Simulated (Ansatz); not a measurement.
CoO: projected DOS by orbital

```xyz
2
Lattice="0.0000 2.1315 2.1315 2.1315 0.0000 2.1315 2.1315 2.1315 0.0000" Properties=species:S:1:pos:R:3 pbc="T T T"
Co    0.0000    0.0000    0.0000
O     2.1315    2.1315    2.1315
```

Atom numbers follow the list: Co1, O2.

The cell is COD entry 1533087, as deposited and not checked against the literature; nothing was relaxed.

Semilocal functionals without U often leave such compounds metallic or with too small a gap, and the real magnetic order may differ.

Other magnetic orders may lie lower; this is the state that the run reached.

Computed with DFT, PBE, all-electron LAPW, scalar-relativistic (Ansatz 0.2.0).

Settings: a Γ-centred 16×16×16 k mesh, Fermi–Dirac smearing of 0.05 eV, basis error target 0.5 meV/atom, spin-polarised from start moments Co1 2 μB, ending with a cell moment of 2.94 μB.

States per eV for one atom of each kind, in 0.4 eV bins named by their centres, from the Fermi level, projected on a minimal set of Löwdin-orthogonalised atomic shells; orbitals are real harmonics on the Cartesian axes, equal curves share a column, and empty bins are left out, as is all above 9.4 eV, near the top of the computed bands.

Co1 3d:

```
# E all all_up all_dn dz2_up=dx2-y2_up dz2_dn=dx2-y2_dn dxz_up=dyz_up=dxy_up dxz_dn=dyz_dn=dxy_dn
-7.9 0.03 0.03 0.00 0.00 0.00 0.01 0.00
-7.5 0.08 0.07 0.01 0.01 0.00 0.02 0.00
-7.1 0.21 0.18 0.03 0.04 0.00 0.03 0.01
-6.7 0.17 0.10 0.07 0.02 0.01 0.02 0.02
-6.3 0.20 0.10 0.10 0.02 0.02 0.02 0.02
-5.9 0.87 0.84 0.03 0.34 0.01 0.05 0.01
-5.5 0.55 0.48 0.06 0.18 0.01 0.04 0.01
-5.1 0.41 0.29 0.12 0.09 0.02 0.04 0.02
-4.7 0.53 0.18 0.35 0.04 0.13 0.03 0.03
-4.3 0.40 0.08 0.32 0.02 0.12 0.02 0.03
-3.9 0.17 0.04 0.13 0.01 0.04 0.01 0.02
-3.5 0.21 0.16 0.05 0.00 0.01 0.05 0.01
-3.1 0.84 0.83 0.02 0.09 0.00 0.22 0.00
-2.7 2.30 2.30 0.00 0.41 0.00 0.49 0.00
-2.3 1.94 1.94 0.00 0.18 0.00 0.52 0.00
-1.9 2.98 2.88 0.10 0.20 0.00 0.82 0.03
-1.5 0.87 0.62 0.25 0.21 0.00 0.07 0.08
-1.1 1.04 0.47 0.57 0.20 0.00 0.02 0.19
-0.7 1.36 0.39 0.97 0.18 0.01 0.01 0.32
-0.3 2.38 0.35 2.02 0.17 0.04 0.01 0.65
0.1 3.16 0.07 3.08 0.04 0.04 0.00 1.00
0.5 0.27 0.00 0.27 0.00 0.13 0.00 0.00
0.9 0.84 0.00 0.84 0.00 0.41 0.00 0.01
1.3 1.03 0.00 1.03 0.00 0.50 0.00 0.01
1.7 0.74 0.00 0.74 0.00 0.37 0.00 0.00
2.1 0.61 0.00 0.61 0.00 0.30 0.00 0.00
2.5 0.52 0.00 0.52 0.00 0.26 0.00 0.00
2.9 0.01 0.00 0.01 0.00 0.01 0.00 0.00
4.9 0.01 0.00 0.00 0.00 0.00 0.00 0.00
5.3 0.01 0.00 0.01 0.00 0.00 0.00 0.00
5.7 0.01 0.00 0.01 0.00 0.00 0.00 0.00
6.1 0.01 0.00 0.01 0.00 0.00 0.00 0.00
6.5 0.01 0.00 0.01 0.00 0.00 0.00 0.00
6.9 0.01 0.00 0.01 0.00 0.00 0.00 0.00
```

O2 2p:

```
# E all all_up all_dn pz_up=px_up=py_up pz_dn=px_dn=py_dn
-7.9 0.10 0.10 0.00 0.03 0.00
-7.5 0.30 0.26 0.05 0.09 0.02
-7.1 0.83 0.66 0.17 0.22 0.06
-6.7 0.88 0.48 0.40 0.16 0.13
-6.3 1.10 0.29 0.80 0.10 0.27
-5.9 1.40 1.19 0.21 0.40 0.07
-5.5 1.07 0.72 0.35 0.24 0.12
-5.1 0.99 0.47 0.52 0.16 0.17
-4.7 1.45 0.34 1.11 0.11 0.37
-4.3 1.24 0.12 1.11 0.04 0.37
-3.9 0.65 0.03 0.61 0.01 0.20
-3.5 0.25 0.03 0.22 0.01 0.07
-3.1 0.15 0.06 0.10 0.02 0.03
-2.7 0.10 0.08 0.02 0.03 0.01
-2.3 0.14 0.14 0.00 0.05 0.00
-1.9 0.55 0.54 0.01 0.18 0.00
-1.5 0.34 0.32 0.02 0.11 0.01
-1.1 0.36 0.32 0.04 0.11 0.01
-0.7 0.39 0.32 0.07 0.11 0.02
-0.3 0.46 0.34 0.12 0.11 0.04
0.1 0.27 0.08 0.19 0.03 0.06
0.5 0.02 0.00 0.02 0.00 0.01
0.9 0.06 0.00 0.06 0.00 0.02
1.3 0.11 0.00 0.11 0.00 0.04
1.7 0.16 0.00 0.15 0.00 0.05
2.1 0.18 0.00 0.18 0.00 0.06
2.5 0.21 0.01 0.20 0.00 0.07
2.9 0.02 0.01 0.01 0.00 0.00
3.3 0.02 0.01 0.01 0.00 0.00
3.7 0.02 0.01 0.01 0.00 0.00
4.1 0.03 0.02 0.01 0.01 0.00
4.5 0.04 0.02 0.02 0.01 0.01
4.9 0.05 0.03 0.02 0.01 0.01
5.3 0.06 0.03 0.03 0.01 0.01
5.7 0.07 0.03 0.03 0.01 0.01
6.1 0.07 0.04 0.03 0.01 0.01
6.5 0.07 0.03 0.04 0.01 0.01
6.9 0.07 0.03 0.04 0.01 0.01
7.3 0.06 0.02 0.03 0.01 0.01
7.7 0.05 0.02 0.03 0.01 0.01
```

Co1 4s:

```
# E all all_up all_dn
-7.9 0.03 0.03 0.00
-7.5 0.08 0.07 0.02
-7.1 0.18 0.13 0.05
-6.7 0.14 0.05 0.09
-6.3 0.12 0.01 0.11
-5.9 0.04 0.01 0.03
-5.5 0.02 0.01 0.02
-5.1 0.02 0.00 0.01
-4.7 0.02 0.00 0.01
-4.3 0.01 0.00 0.01
-2.7 0.01 0.01 0.00
-2.3 0.01 0.01 0.00
-1.9 0.05 0.05 0.00
-1.5 0.01 0.01 0.00
-1.1 0.01 0.01 0.00
-0.7 0.01 0.00 0.00
-0.3 0.01 0.00 0.01
0.1 0.01 0.00 0.01
0.9 0.02 0.00 0.02
1.3 0.03 0.00 0.02
1.7 0.03 0.01 0.02
2.1 0.03 0.01 0.01
2.5 0.03 0.01 0.01
2.9 0.03 0.02 0.01
3.3 0.04 0.03 0.01
3.7 0.05 0.03 0.02
4.1 0.07 0.04 0.03
4.5 0.09 0.06 0.03
4.9 0.12 0.08 0.05
5.3 0.16 0.09 0.06
5.7 0.19 0.11 0.07
6.1 0.28 0.20 0.08
6.5 0.27 0.18 0.10
6.9 0.34 0.15 0.19
7.3 0.30 0.13 0.17
7.7 0.26 0.12 0.14
```
